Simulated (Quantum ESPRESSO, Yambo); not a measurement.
# Mg2Ge (Fm-3m): changed settings of a GW run in Yambo, part 2 of 2

A base run on Mg2Ge (Fm-3m), then changed inputs.

Yambo 5.3.0; PBE and many-body steps on it, plane waves. Known limits of the many-body steps: not at the basis limit; no spin-orbit coupling; coarse k mesh.

So far. Step 2 (Base): The gap on the mesh goes from 0.13 eV to 0.49 eV, a correction of +0.36 eV. Step 4 (More G vectors in the random integration): Against G0W0 in Yambo (4×4×4 mesh, 179 bands, screening to 176.9 eV, Godby-Needs plasmon pole), the gap moves by +0.002 eV.

The database entry behind the starting cell differs from later determinations by our own check (0.1 to 0.3 % short, probably kX units), so it need not match the best structure at ambient conditions.

## 6. Scissors in G

Level of this step: G0W0 on PBE, plane waves, norm-conserving pseudopotentials (Yambo).

gw7.in reads:

```
HF_and_locXC
gw0
dyson
ppa
em1d
rim_cut
RandQpts= 1000000
RandGvec= 1 RL
EXXRLvcs= 116 Ry
VXCRLvcs= 464 Ry
Chimod= "HARTREE"
% BndsRnXp
 1 | 179 |
%
NGsBlkXp= 13 Ry
% LongDrXp
 1 | 1 | 1 |
%
% GbndRnge
 1 | 179 |
%
DysSolver= "n"
ExtendOut
PPAPntXp= 27.21138 eV
% QPkrange
 1 | 1 | 20 | 23 |
 7 | 7 | 20 | 23 |
%
% GfnQP_E
 1.0 | 1.0 | 1.0 |
%
```

Started as:

```console
> OMP_NUM_THREADS=1 mpirun -n 4 yambo -F gw7.in -J gw7,gw1_W -C gw7 > gw7.log
```

What it wrote:

```text
 Yambo, version 5.3.0

 [02] CORE Variables Setup
 =========================

  [... cell, symmetries and grids as in the set-up ...]

  [02.05] Energies & Occupations
  ==============================

  [X] === General ===
  [X] Electronic Temperature                        :  0.000000  0.000000 [eV K]
  [X] Bosonic    Temperature                        :  0.000000  0.000000 [eV K]
  [X] Finite Temperature mode                       : no
  [X] El. density                                   :  0.64752E+24 [cm-3]
  [X] Fermi Level                                   :  7.521219 [eV]

  [X] === Gaps and Widths ===
  [X] Conduction Band Min                           :  0.134711 [eV]
  [X] Valence Band Max                              :  0.000000 [eV]
  [X] Filled Bands                                  :  21
  [X] Empty Bands                                   :   22  179
  [X] Direct Gap                                    :  1.045468 [eV]
  [X] Direct Gap localized at k                     :  1
  [X] Indirect Gap                                  :  0.134711 [eV]
  [X] Indirect Gap between kpts                     :   1   7
  [X] Last valence band width                       :  2.717375 [eV]
  [X] 1st conduction band width                     :  2.645847 [eV]

 [03] Transferred momenta grid and indexing
 ==========================================

 IBZ Q-points                                      :   8
 BZ  Q-points                                      :   64

 K/Q-points units:
 rlu = crystal or reduced units; cc = cartesian coordinates; iku = interal k-units

 Q [1]          [rlu]:  0.000000  0.000000  0.000000
 Q [2]          [rlu]:  0.47927E-17  0.47927E-17  0.25000
 Q [3]          [rlu]:  0.15901E-16  0.15901E-16 -0.50000
[...]
[G+QP] Last valence band width                    :  2.717375 [eV]
  [G+QP] 1st conduction band width                  :  2.645847 [eV]

  [coarse-grid] Minimum Bare Gap        [ev]:  0.134711
  [coarse-grid] Minimum Gap Correction  [ev]:  1.000000

  Eqp @ K [1]
  -162.7981 -109.9266 -109.9266 -109.9266  -76.1511  -76.1482  -42.9288  -42.9288
  -42.92875 -42.91499 -42.91499 -42.91499 -23.65475 -23.65475 -23.65475 -23.63667
   -23.637      -9.7659     -0.26977E-09 -0.79027E-10   0.0000       2.0455       3.8104       3.8104
[...]
Eqp @ K [2]
[...]
Eqp @ K [3]
[...]
Eqp @ K [4]
[...]
Eqp @ K [5]
[...]
[... 2 further k-points ...]
  Eqp @ K [8]
[...]
13.54544  16.24117  16.24117  16.56398  17.51358  18.04032  18.23601  19.87656
   19.87656  20.14879  20.89151  20.89151  21.17840  26.40881  27.11762  27.11762

 [06] Dipoles
 ============

  [06.01] Setup: observables and procedures
  =========================================

 [07] Dynamic Dielectric Matrix (PPA)
 ====================================

   Sc/G bands                                       :    1  179
   Sc/G damping                                     :  0.100000 ev
   Sc bands terminator                              : no
   Sx RL components                                 :   9305

   QP @ state[ 1 ] K range                          :  1  1
   QP @ state[ 1 ] b range                          :  20  23
   QP @ state[ 2 ] K range                          :   7   7
   QP @ state[ 2 ] b range                          :  20  23
   GF energies kind                                 : Perdew, Burke & Ernzerhof(X)+Perdew, Burke & Ernzerhof(C)+ user defined corrections @E
   GF WF`s kind                                     : Perdew, Burke & Ernzerhof(X)+Perdew, Burke & Ernzerhof(C)
   Xs energies kind                                 : Perdew, Burke & Ernzerhof(X)+Perdew, Burke & Ernzerhof(C)
   Xs WF`s kind                                     : Perdew, Burke & Ernzerhof(X)+Perdew, Burke & Ernzerhof(C)

 [12] Game Over & Game summary
```

The job ended after 4 min (4 MPI ranks of AMD EPYC 7571, shared host; peak memory 2.9 GiB; 16 min of CPU time).

Numbers from this step:

```
G0W0 gap on the points computed              : 0.5836 eV
starting gap on the mesh                     : 0.1347 eV
k of the valence top                         : 0, 0, 0
k of the conduction bottom                   : 0, -0.5, -0.5
least direct G0W0 gap on the computed points : 1.724 eV
Z at the valence top                         : 0.7813
Z at the conduction bottom                   : 0.8030
```

The program's own table gives 0.780 eV, which is too large where the input levels are shifted: this version takes Σc at the unshifted level E₀, yet steps from the shifted one. The value above is the Newton step from E₀, E₀ + Z(Σc + Σx − Vxc), rebuilt from the printed columns.

## 7. Side by side

Times are wall times on 4 MPI ranks of AMD EPYC 7571, shared host, good to a factor of about two.

```csv
run,mesh,bands,screening cutoff (eV),DFT gap (eV),gap on the mesh (eV),direct (eV),time
base,4×4×4,179,176.9,0.135,0.491,1.622,21 min
exchange cutoff,4×4×4,179,176.9,0.135,0.373,1.740,4.2 min
more G vectors in the random integration,4×4×4,179,176.9,0.135,0.493,1.623,7 min
fewer bands in the self-energy,4×4×4,41,176.9,0.135,0.169,1.513,86 s
scissors in G,4×4×4,179,176.9,0.135,0.584,1.724,4 min
```

## 8. Summary of results

```yaml
base: 0.491 eV
exchange_cutoff: 0.373 eV
more_g_vectors_in_the_random_integration: 0.493 eV
fewer_bands_in_the_self_energy: 0.169 eV
scissors_in_g: 0.584 eV
known_limits: not at the basis limit; no spin-orbit coupling; coarse k mesh
```

Exchange cutoff: −0.118 eV against base (keys changed: EXXRLvcs). More G vectors in the random integration: +0.002 eV against base (keys changed: RandGvec and QpgFull; the shift is their joint effect). Fewer bands in the self-energy: −0.322 eV against base (keys changed: GbndRnge). Scissors in G: +0.093 eV against base (keys changed: GfnQP_E). Bands and cutoff are finite, so the gap is not at the basis limit. The miss can reach some tenths of an eV and take either sign; the mesh is an error of its own. In the G0W0 runs levels were corrected at 2 k points alone, so a gap called «on the mesh» is the least over those, and an edge elsewhere would be missed. The 4×4×4 mesh is coarse for this cell, which bears on the long-range parts of exchange and screening. The many-body steps are scalar-relativistic: spin-orbit coupling is not in them.

[Paths, hosts, dates, memory and timing lines, banners, echoed tables and standing remarks are left out of the program output.]

[Logs are printed without paths, hosts, clocks, repeated set-up lines and the standing remarks that a program may print on its own settings, such as how far it seeks lower states.]

[Runs of the session that timed out or met a known fault of the program may be left out.]

[Hosts, paths, dates, database ids (printed as entryN), source tags and the programs' standing remarks are cut or masked in the printed files.]
